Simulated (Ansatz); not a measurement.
# Ge: computed properties

Level of theory: DFT PBE, scalar-relativistic, plane waves, PAW in Ansatz 0.2.0.

Plane waves to 420 eV, a k mesh through Γ of 10×10×12 on the computed 4-atom cell and Gaussian smearing (0.10 eV); no spin polarisation.

The structure is relaxed at this level of theory with its symmetry kept, and needn't be the ground state of this composition.

```cif
data_structure
_symmetry_space_group_name_H-M 'P4_322'
_symmetry_Int_Tables_number 95
_cell_length_a 4.8914
_cell_length_b 4.8914
_cell_length_c 3.9520
_cell_angle_alpha 90.000
_cell_angle_beta 90.000
_cell_angle_gamma 90.000
_cell_volume 94.56
loop_
_atom_site_label
_atom_site_type_symbol
_atom_site_symmetry_multiplicity
_atom_site_Wyckoff_symbol
_atom_site_fract_x
_atom_site_fract_y
_atom_site_fract_z
_atom_site_occupancy
Ge1 Ge 4 a 0.00000 0.34220 0.50000 1
```

Problem. Energy over the standard state (uncorrected)?

Solution. +0.231 eV/atom.

Problem. Kohn–Sham band gap?

Solution. none (metal).

Problem. Density of states at the Fermi level?

Solution. 0.2 states/eV per cell.

Problem. Orbital (Löwdin) character within 0.5 eV of the Fermi level?

Solution. Ge 4p 78 %, Ge 4s 19 %.

Problem. Bader charge by site (e)?

Solution. Ge (4 in the cell) 0.00.

Another cell of Ge relaxed alike, in Pmma, lies 100 meV/atom lower, so this cell isn't the stable form at this level.

The cell was found from a structure generator's guess, not taken from experiment. Löwdin shares on free-atom orbitals overweight diffuse shells.
